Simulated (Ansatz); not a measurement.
# Sb: from a first guess to the relaxed diamond type

First guess:

```yaml
crystal:
  lattice:
    - [0.00000, 3.21951, 3.21951]
    - [3.21951, 0.00000, 3.21951]
    - [3.21951, 3.21951, 0.00000]
  atoms:
    - { symbol: Sb, position: [0.00000, 0.00000, 0.00000] }
    - { symbol: Sb, position: [0.25000, 0.25000, 0.25000] }
```

All numbers below come from DFT, PBE, PAW with Ansatz's default frozen-core files, scalar-relativistic (Ansatz 0.2.0).

Cell and atoms relax within the symmetry of the start on a 10×10×10 k mesh with 0.05 eV Fermi–Dirac smearing.

The start is built from a prototype, known or not as a phase of this compound; the cutoff is 420 eV.

Spin–orbit coupling is left out, though it moves levels of the heavy atoms by tenths of an eV or more.

**Question.** What is the pressure of the first guess?

**Answer.** 12.48 GPa.

**Question.** What does it relax to?

**Answer.** a = 6.989 Å, b = 6.989 Å, c = 6.989 Å, α = 90.00°, β = 90.00°, γ = 90.00° (conventional cell), 42.67 Å³ per atom:
```cif
data_structure
_symmetry_space_group_name_H-M 'Fd-3m:1'
_symmetry_Int_Tables_number 227
_cell_length_a 6.9891
_cell_length_b 6.9891
_cell_length_c 6.9891
_cell_angle_alpha 90.000
_cell_angle_beta 90.000
_cell_angle_gamma 90.000
_cell_volume 341.39
loop_
_atom_site_label
_atom_site_type_symbol
_atom_site_symmetry_multiplicity
_atom_site_Wyckoff_symbol
_atom_site_fract_x
_atom_site_fract_y
_atom_site_fract_z
_atom_site_occupancy
Sb1 Sb 8 b 0.00000 0.00000 0.50000 1
```

**Question.** How much energy does the relaxation release?

**Answer.** 297 meV/atom.
